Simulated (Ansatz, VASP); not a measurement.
## Bi: VASP beside Ansatz

File INCAR:

```
SYSTEM = Bi
PREC     = Accurate       ! precision mode
ENCUT    = 520            ! plane-wave cutoff, eV
EDIFF    = 1E-6           ! SCF threshold, eV
ISMEAR   = 0              ! smearing method
SIGMA    = 0.05           ! smearing width, eV
LREAL    = .FALSE.        ! projectors in reciprocal space
LASPH    = .TRUE.         ! aspherical terms in the spheres
NELM     = 100            ! most SCF steps
ALGO     = Normal         ! electronic algorithm
ISIF     = 2              ! what is computed and relaxed
LWAVE    = .FALSE.        ! write WAVECAR
LCHARG   = .FALSE.        ! write CHGCAR
GGA      = PE             ! functional
NBANDS   = 14             ! bands
```

File KPOINTS:

```
Automatic mesh
0
G
  6 6 6
  0 0 0
```

The input POSCAR:

```
Bi
1.0
    0.0000000000      2.5782521722      2.5782521722
    2.5782521722      0.0000000000      2.5782521722
    2.5782521722      2.5782521722      0.0000000000
Bi
1
Direct
    0.0000000000      0.0000000000      0.0000000000
```

Input for Ansatz:

```yaml
crystal:
  lattice:
    - [0.0, 2.5782521722, 2.5782521722]
    - [2.5782521722, 0.0, 2.5782521722]
    - [2.5782521722, 2.5782521722, 0.0]
  atoms:
    - { symbol: Bi, position: [0.0, 0.0, 0.0] }
basis:
  ecutwfc: 600
  ecutrho_ratio: 5
kpoints:
  mp_grid: { grid: [6, 6, 6] }
hamiltonian:
  xc: pbe
scf:
  occupations: { method: gaussian, width: 0.05 }
output:
  forces: true
  stress: true
  eigenvalues: true
```

Alike in both runs: task single point; functional PBE; k mesh 6 × 6 × 6; occupations gaussian, width 0.05 eV; no spin polarisation.

|  | VASP | Ansatz |
| --- | --- | --- |
| version | VASP 6.6.1 | Ansatz 0.2.0 |
| potentials or method | VASP PAW PBE potentials, release 64 (Bi_d) | scalar-relativistic, plane waves, PAW |
| plane-wave cutoff (eV) | 520 | 600 |
| valence electrons in the cell | 15 | 15 |

Ansatz gave:

```
gap on the k mesh at the Fermi level (eV) : none
pressure (GPa)                            : -3.6
```

Problem. Which values does VASP return?

Solution. gap on the k mesh at the Fermi level (eV): none; pressure (GPa): -3.7.

A gap of «none» marks a metal or a gap that the smearing closes. With one functional, cell and mesh, what is left measures potentials, basis and numerics.

Caveats: spin-orbit coupling is left out, which moves the levels of the heavy elements.
